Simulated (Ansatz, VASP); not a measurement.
**SrO in VASP and in Ansatz**

```
Sr O
1.0
     0.00000    2.53507    2.53507
     2.53507    0.00000    2.53507
     2.53507    2.53507    0.00000
Sr O
1 1
Direct
  0.00000 0.00000 0.00000
  0.50000 0.50000 0.50000
```

Change from the starting cell: volume scaled by 0.96.

Alike in both runs: task single point; functional PBE; k mesh 8 × 8 × 8; occupations fermi-dirac, width 0.02 eV; no spin polarisation.

```csv
,VASP,Ansatz
version,VASP 6.6.1,Ansatz 0.2.0
potentials or method,"VASP PAW PBE potentials, release 64 (Sr_sv, O), cutoff 520 eV","all-electron LAPW, scalar-relativistic"
```

```csv
,VASP,Ansatz,Ansatz less VASP
gap on the k mesh at the Fermi level (eV),3.24,3.29,+0.052
pressure (GPa),8.0,7.3,-0.71
```

Ansatz ran all-electron here, so the differences hold the error of VASP's frozen core and of both bases.

A k mesh can miss the band edges.
